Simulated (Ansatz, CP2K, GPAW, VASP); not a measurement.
Tl: 4 runs at one level of theory

```
CELL_PARAMETERS angstrom
3.45600 0.00000 0.00000
-1.72800 2.99298 0.00000
0.00000 0.00000 5.52500
ATOMIC_POSITIONS crystal
Tl 0.66667 0.33333 0.75000
Tl 0.33333 0.66667 0.25000
```

Alike in all runs: task single point; functional LDA; k mesh 9 × 9 × 5; occupations gaussian, width 0.1 eV; no spin polarisation; no spin-orbit coupling. LDA stands for any of its common fits. Pressure is positive in compression and, in plane waves, holds the error of the finite cutoff.

| program and potentials | plane-wave cutoff (eV) | notes | pressure (GPa) |
| --- | --- | --- | --- |
| Ansatz, all-electron LAPW, scalar-relativistic | - | - | -1.55 |
| VASP, LDA PAW files Tl_d, release 54, 520 eV | 520 | - | -1.51 |
| CP2K, GTH_POTENTIALS Tl GTH-PADE-q13; TZVP-MOLOPT-PBE-GTH basis | - | atomic basis | -1.43 |
| GPAW, the program's PAW data sets (release 1.2.1) made for this functional | 600 | - | -1.87 |

The pressure spans -1.87 (GPAW, the program's PAW data sets (release 1.2.1) made for this functional) to -1.43 GPa (CP2K, GTH_POTENTIALS Tl GTH-PADE-q13; TZVP-MOLOPT-PBE-GTH basis), with all-electron results at -1.55. Rows in atomic bases carry the error of their basis and grid, which can be large.

The functional is the same throughout but for its coding, so the spread measures potentials, basis and numerics; runs on potential files found faulty are left out.
